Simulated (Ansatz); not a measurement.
**Lu: how the settings move a single-point run**

Question: which choices in the input matter for Lu?

Method: reference: DFT, PBE, PAW with Ansatz's default frozen-core files, scalar-relativistic, in Ansatz 0.2.0.

### 1 The system as given

The structure is trigonal, space group R-3m (No. 166). The conventional cell has a = 3.481 Å, b = 3.481 Å, c = 25.455 Å, α = 90.00°, β = 90.00°, γ = 120.00°. Lu (site symmetry -3m) has 12 Lu at 3.48 Å in its first shell of neighbours. Lu (site symmetry 3m) is surrounded by 12 Lu at 3.45 to 3.48 Å.

Structure file:

```xyz
3
Lattice="1.7407 1.0050 8.4851 -1.7407 1.0050 8.4851 0.0000 -2.0100 8.4851" Properties=species:S:1:pos:R:3 pbc="T T T"
Lu    0.0000    0.0000    0.0000
Lu    0.0000    0.0000   19.8122
Lu    0.0000    0.0000    5.6433
```

### 2 Baseline

Input file input.yaml:

```yaml
crystal:
  lattice:
    - [1.7407333994, 1.0050128967, 8.4851473122]
    - [-1.7407333994, 1.0050128967, 8.4851473122]
    - [0.0, -2.0100257934, 8.4851473122]
  atoms:
    - { symbol: Lu, position: [0.0, 0.0, 0.0], spin: 0.6 }
    - { symbol: Lu, position: [0.77830861, 0.77830861, 0.77830861], spin: 0.6 }
    - { symbol: Lu, position: [0.22169139, 0.22169139, 0.22169139], spin: 0.6 }
magnetization:
  spin_polarized: true
  initial_magnetization: 1.8
  spin_locking: { lock_magnetization: hard }
kpoints:
  mp_grid: { grid: [10, 10, 10] }
scf:
  occupations: { method: fermi_dirac, width: 0.05 }
  lower_state_search: "off"
hamiltonian:
  xc: pbe
  pseudopotentials: { kind: paw }
output:
  forces: true
  stress: true
  eigenvalues: true
  write_density: true
  write_potential: true
  elf: true
  volumetric_format: npy
```

Launch:

```
$ ansatz run input.yaml --threads 2 --pin off --max-ram 6144MiB --backend cpu --events-out ev --progress --plain --runs-dir out
```

### 3 Changed: mp_grid.shift [0.5, 0.5, 0.5]

input.yaml: that of step 2 with these lines changed.

```diff
@@ -14,3 +14,3 @@
 kpoints:
-  mp_grid: { grid: [10, 10, 10] }
+  mp_grid: { grid: [10, 10, 10], shift: [0.5, 0.5, 0.5] }
 scf:
@@ -25,5 +25 @@
   eigenvalues: true
-  write_density: true
-  write_potential: true
-  elf: true
-  volumetric_format: npy
```

What does the calculation give? Wanted: for each run, ending; energy change; pressure; abs. moment; force.

**Answer**, as computed:

| run | ending | energy change | pressure (GPa) | abs. moment (μB) | force (eV/Å) | cycles | time |
| --- | --- | --- | --- | --- | --- | --- | --- |
| reference | converged | 0 | -0.3 | 1.81 | 0.01 | 11 | 26 s |
| 1: mp_grid.shift [0.5, 0.5, 0.5] | converged | 0.0 meV/atom | -0.3 | 1.81 | 0.01 | 11 | 17 s |

Times don't compare one to one where runs were asked for different outputs or read a saved state (see the inputs); cycles may leave out searches for a lower state.

Residual by cycle in the longest SCF loop of each run; runs are numbered as in the table. The quantity is the density residual dr2, in eV.

| cycle | reference | run 1 |
| --- | --- | --- |
| 1 | 0.403 | 0.403 |
| 2 | 0.251 | 0.251 |
| 3 | 0.0647 | 0.0633 |
| 4 | 0.0195 | 0.0194 |
| 5 | 0.00423 | 0.00425 |
| 6 | 7.6e-5 | 7.6e-5 |
| 7 | 7.3e-5 | 6.9e-5 |
| 8 | 8.2e-6 | 9.1e-6 |
| 9 | 4.9e-7 | 6.0e-7 |
| 10 | 5.7e-8 | 6.3e-8 |
| 11 | 7.8e-9 | 7.9e-9 |

What this shows: Changing the k-point mesh hardly moves the energy: 0.0 meV/atom.
